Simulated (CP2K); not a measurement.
Runs of CP2K 2026.2 on Au. The structure is cubic, space group Fm-3m (No. 225). The conventional cell has a = 4.070 Å, b = 4.070 Å, c = 4.070 Å, α = 90.00°, β = 90.00°, γ = 90.00°. Au (site symmetry m-3m) is surrounded by 12 Au at 2.88 Å. 

| task | level | potentials or basis | cell | smearing | EPS_DEFAULT | k points reduced by the point group | NGRIDS | potentials | hirshfeld SHAPE_FUNCTION | gap on the mesh (eV) | pressure (GPa) | V0 of scaled cells (Å³/atom) | B0 (GPa) |
| --- | --- | --- | --- | --- | --- | --- | --- | --- | --- | --- | --- | --- | --- |
| atomic charges | AM05 | POTENTIAL_UZH Au GTH-PBE-q11; TZVP-MOLOPT-PBE-GTH basis | as given | fermi-dirac 0.05 eV | 1.0E-9 | yes | 5 | Au GTH-PBE-q11 of POTENTIAL_UZH | DENSITY | none | 7.5 | - | - |
| atomic charges | PBE | POTENTIAL_UZH Au GTH-PBE-q11; TZVP-MOLOPT-PBE-GTH basis | as given | fermi-dirac 0.05 eV | 1.0E-9 | yes | 5 | Au GTH-PBE-q11 of POTENTIAL_UZH | DENSITY | none | 16.3 | - | - |
| atomic charges | TPSS | POTENTIAL_UZH Au GTH-PBE-q11; TZVP-MOLOPT-PBE-GTH basis | as given | fermi-dirac 0.05 eV | 1.0E-9 | yes | 5 | Au GTH-PBE-q11 of POTENTIAL_UZH | DENSITY | none | 9.2 | - | - |
| equation of state | PBEsol | POTENTIAL_UZH Au GTH-PBE-q11; TZVP-MOLOPT-PBE-GTH basis | as given | fermi-dirac 0.0259 eV | 1.0E-9 | yes | 5 | Au GTH-PBE-q11 of POTENTIAL_UZH | - | - | - | (b) | 170 |
| relaxation of cell and atoms | LDA | GTH_POTENTIALS Au GTH-PADE-q11; TZVP-MOLOPT-PBE-GTH basis | relaxed | fermi-dirac 0.05 eV | 1.0E-10 | - | 4 | Au GTH-PADE-q11 of GTH_POTENTIALS | - | none | 0.0 | - | - |
| single point | PBE | POTENTIAL_UZH Au GTH-PBE-q11; TZVP-MOLOPT-PBE-GTH basis | as given | gaussian 0.012 eV | 1.0E-10 | yes | 4 | Au GTH-PBE-q11 of POTENTIAL_UZH | - | none | 16.3 | - | - |
| equation of state | LDA | GTH_POTENTIALS Au GTH-PADE-q11; TZVP-MOLOPT-PBE-GTH basis | as given | fermi-dirac 0.05 eV | 1.0E-9 | yes | 5 | Au GTH-PADE-q11 of GTH_POTENTIALS | - | - | - | 17.06 | (a) |
| band structure | LDA | GTH_POTENTIALS Au GTH-PADE-q11; TZVP-MOLOPT-PBE-GTH basis | as given | fermi-dirac 0.01 eV | 1.0E-9 | yes | 4 | Au GTH-PADE-q11 of GTH_POTENTIALS | - | none | 2.4 | - | - |

Alike in all rows: no spin polarisation; k mesh 11 × 11 × 11.

Task: Estimate the missing entries.

Result: (a) 186; (b) 17.64.

Caveats: with these potentials and basis sets, volumes of gold and of layered tellurides can stand 1.5 % and more from those of plane-wave programs; the basis of atomic orbitals isn't converged, which shifts pressures, moduli and gaps; the potentials were made for another functional, which shifts forces and pressure (some runs); the real-space grid breaks the cell's symmetry a little (some runs); so large a pressure means that the cell lies far from this level's equilibrium, or that cutoff or potentials fall short (some runs).

A k mesh can miss the band edges, and the runs leave out spin-orbit coupling on Au.

A gap of «none» marks a metal or a gap under the smearing width.

Not every run made on this cell is shown here.
